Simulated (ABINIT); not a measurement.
# HfN (Fm-3m) in ABINIT: single point with PBE

Aim: the single point of HfN with PBE.

All numbers are computed with ABINIT 10.8.3 (patched build); they aren't measurements. Logs are shortened: lines on timing, memory, paths and dates and some standing lists are left out, and cuts for length are marked. The log counts tension as positive stress, the text compression.

### 1 Starting point

Symmetry: Fm-3m, No. 225, cubic system. The conventional cell has a = 4.512 Å, b = 4.512 Å, c = 4.512 Å, α = 90.00°, β = 90.00°, γ = 90.00°. Hf (site symmetry m-3m) is surrounded by 6 N at 2.26 Å. N (site symmetry m-3m) is surrounded by 6 Hf at 2.26 Å.

### 2 Single point, PBE

The input, run.abi:

```
# Pseudopotentials
pp_dirpath "./"
pseudos "Hf.upf, N.upf"

# Structure
acell 3.1904657967 3.1904657967 3.1904657967 Angstrom
rprim
     0.0000000000     0.7071067812     0.7071067812
     0.7071067812     0.0000000000     0.7071067812
     0.7071067812     0.7071067812     0.0000000000
ntypat 2
znucl 72 7
natom 2
typat 1 2
xred
     0.0000000000     0.0000000000     0.0000000000
     0.5000000000     0.5000000000     0.5000000000

# Plane-wave basis
ecut 35.0

# k points
kptopt 1
ngkpt 8 8 8
nshiftk 1
shiftk 0.0 0.0 0.0

# Exchange and correlation
ixc 11

# Bands and occupations
nband 13
occopt 3
tsmear 0.05 eV

# SCF cycle
nstep 100
tolvrs 1.0e-10

# Output
iomode 3
prtwf 0
prteig 0
prtebands 0
enunit 1
prtden 1
prtvha 1
prtvclmb 1
prtpot 1
prtelf 1
```

Potentials or basis: PseudoDojo NC SR PBE v0.4.1 standard.

Started as:

```
> mpirun --bind-to none -np 4 abinit run.abi > log 2>&1
```

run.abo:

```text
.Version 10.8.3 of ABINIT
 Symmetries : space group Fm -3 m (#225); Bravais cF (face-center cubic)
================================================================================
 Values of the parameters that define the memory need of the present run
     intxc =       0    ionmov =       0      iscf =       7    lmnmax =       8
     lnmax =       8     mgfft =      36  mpssoang =       4    mqgrid =    3001
     natom =       2  nloc_mem =       1    nspden =       1   nspinor =       1
    nsppol =       1      nsym =      48    n1xccc =    2501    ntypat =       2
    occopt =       3   xclevel =       2
       mpw =        1543          nfft =       46656          nkpt =          29
================================================================================
================================================================================

--------------------------------------------------------------------------------
------------- Echo of variables that govern the present computation ------------
--------------------------------------------------------------------------------
 -outvars: echo values of preprocessed input variables --------
            acell      6.0291065698E+00  6.0291065698E+00  6.0291065698E+00 Bohr
              amu      1.78490000E+02  1.40067400E+01
             ecut      3.50000000E+01 Hartree
           enunit           1
              ixc          11
         kptrlatt        8    0    0      0    8    0      0    0    8
          kptrlen      4.82328526E+01
            natom           2
            nband          13
            ngfft          36      36      36
             nkpt          29
            nstep         100
             nsym          48
           ntypat           2
           occopt           3
        prtebands           0
           prteig           0
           prtelf           1
           prtpot           1
         prtvclmb           1
           prtvha           1
            prtwf           0
            rprim      0.0000000000E+00  7.0710678120E-01  7.0710678120E-01
                       7.0710678120E-01  0.0000000000E+00  7.0710678120E-01
                       7.0710678120E-01  7.0710678120E-01  0.0000000000E+00
          spgroup         225
           tolvrs      1.00000000E-10
           tsmear      1.83746611E-03 Hartree
            typat      1  2
           xangst      0.0000000000E+00  0.0000000000E+00  0.0000000000E+00
                       2.2560000000E+00  2.2560000000E+00  2.2560000000E+00
            xcart      0.0000000000E+00  0.0000000000E+00  0.0000000000E+00
                       4.2632221401E+00  4.2632221401E+00  4.2632221401E+00
             xred      0.0000000000E+00  0.0000000000E+00  0.0000000000E+00
                       5.0000000000E-01  5.0000000000E-01  5.0000000000E-01
            znucl       72.00000    7.00000

================================================================================

[... 111 lines left out ...]
force_length_stats: {min:   0.00000000E+00, max:   0.00000000E+00, mean:   0.00000000E+00, }
...

 Integrated electronic density in atomic spheres:
 ------------------------------------------------
 Atom  Sphere_radius  Integrated_density
    1        2.00000          8.45112685
    2        2.00000          5.24549023
================================================================================

 ----iterations are completed or convergence reached----

 Mean square residual over all n,k,spin=   28.077E-08; max=  89.268E-06
 reduced coordinates (array xred) for    2 atoms
       0.000000000000      0.000000000000      0.000000000000
       0.500000000000      0.500000000000      0.500000000000
 rms dE/dt=  0.0000E+00; max dE/dt=  0.0000E+00; dE/dt below (all hartree)
    1       0.000000000000      0.000000000000      0.000000000000
    2       0.000000000000      0.000000000000      0.000000000000

 cartesian coordinates (angstrom) at end:
    1      0.00000000000000     0.00000000000000     0.00000000000000
    2      2.25600000003323     2.25600000003323     2.25600000003323

 cartesian forces (hartree/bohr) at end:
    1     -0.00000000000000    -0.00000000000000    -0.00000000000000
    2     -0.00000000000000    -0.00000000000000    -0.00000000000000
 frms,max,avg= 0.0000000E+00 0.0000000E+00   0.000E+00  0.000E+00  0.000E+00 h/b

 cartesian forces (eV/Angstrom) at end:
    1     -0.00000000000000    -0.00000000000000    -0.00000000000000
    2     -0.00000000000000    -0.00000000000000    -0.00000000000000
 frms,max,avg= 0.0000000E+00 0.0000000E+00   0.000E+00  0.000E+00  0.000E+00 e/A
 length scales=  6.029106569839  6.029106569839  6.029106569839 bohr
              =  3.190465796700  3.190465796700  3.190465796700 angstroms
 Fermi (or HOMO) energy (eV) =  14.08470   Average Vxc (eV)= -13.21021
 Eigenvalues (   eV  ) for nkpt=  29  k points:
 kpt#   1, nband= 13, wtk=  0.00195, kpt=  0.0000  0.0000  0.0000 (reduced coord)
 -48.66672  -17.04570  -17.04570  -17.04570   -3.44854   11.05975   11.05975   11.05975
  13.73119   13.73119   13.73119   15.95678   16.06492
 prteigrs : prtvol=0 or 1, do not print more k-points.

--- !EnergyTerms
iteration_state     : {dtset: 1, }
comment             : Components of total free energy in Hartree
kinetic             :  2.17124203807721E+01
hartree             :  6.78189571335003E+00
xc                  : -1.74266387605319E+01
Ewald energy        : -5.31059376537318E+01
psp_core            :  2.97879070611977E+00
local_psp           : -2.96081989307890E+01
non_local_psp       :  1.75676052752704E+00
internal            : -6.69109080172838E+01
'-kT*entropy'       : -2.46557449211133E-04
total_energy        : -6.69111545747330E+01
total_energy_eV     : -1.82074527129760E+03
band_energy         : -5.24420375840693E+00
...

 Cartesian components of stress tensor (hartree/bohr^3)
  sigma(1 1)= -1.89341439E-04  sigma(3 2)=  0.00000000E+00
  sigma(2 2)= -1.89341439E-04  sigma(3 1)=  0.00000000E+00
  sigma(3 3)= -1.89341439E-04  sigma(2 1)=  0.00000000E+00

-Cartesian components of stress tensor (GPa)         [Pressure=  5.5706E+00 GPa]
- sigma(1 1)= -5.57061745E+00  sigma(3 2)=  0.00000000E+00
- sigma(2 2)= -5.57061745E+00  sigma(3 1)=  0.00000000E+00
- sigma(3 3)= -5.57061745E+00  sigma(2 1)=  0.00000000E+00

== END DATASET(S) ==============================================================
================================================================================

 -outvars: echo values of variables after computation  --------
            acell      6.0291065698E+00  6.0291065698E+00  6.0291065698E+00 Bohr
           etotal     -6.6911154575E+01
            fcart     -0.0000000000E+00 -0.0000000000E+00 -0.0000000000E+00
                      -0.0000000000E+00 -0.0000000000E+00 -0.0000000000E+00
            rprim      0.0000000000E+00  7.0710678120E-01  7.0710678120E-01
                       7.0710678120E-01  0.0000000000E+00  7.0710678120E-01
                       7.0710678120E-01  7.0710678120E-01  0.0000000000E+00
           strten     -1.8934143872E-04 -1.8934143872E-04 -1.8934143872E-04
                       0.0000000000E+00  0.0000000000E+00  0.0000000000E+00
           xangst      0.0000000000E+00  0.0000000000E+00  0.0000000000E+00
                       2.2560000000E+00  2.2560000000E+00  2.2560000000E+00
             xred      0.0000000000E+00  0.0000000000E+00  0.0000000000E+00
                       5.0000000000E-01  5.0000000000E-01  5.0000000000E-01
 Calculation completed.
```

It took 6.8 s on 4 MPI ranks of Arm Neoverse V2, shared host; peak memory 0.24 GiB.

Results:

```yaml
Free_energy: -1820.7453 eV
Pressure: 5.6 GPa
Band_gap_on_the_k_mesh: none (metal or under the smearing width)
Valence_electrons_inside_the_program's_atomic_spheres: Hf 8.45; N 5.25
```

Levels at points of the mesh, in eV from the Fermi level:
```tsv
k point	band 7	band 8	band 9	band 10	band 11	band 12
(0.00, 0.00, 0.00)	-3.02	-3.02	-0.35	-0.35	-0.35	1.87
(0.50, 0.00, 0.00)	-6.24	-6.24	3.26	3.71	3.71	4.45
(0.50, 0.50, 0.00)	-3.83	-3.71	-3.71	4.13	5.55	5.55
```
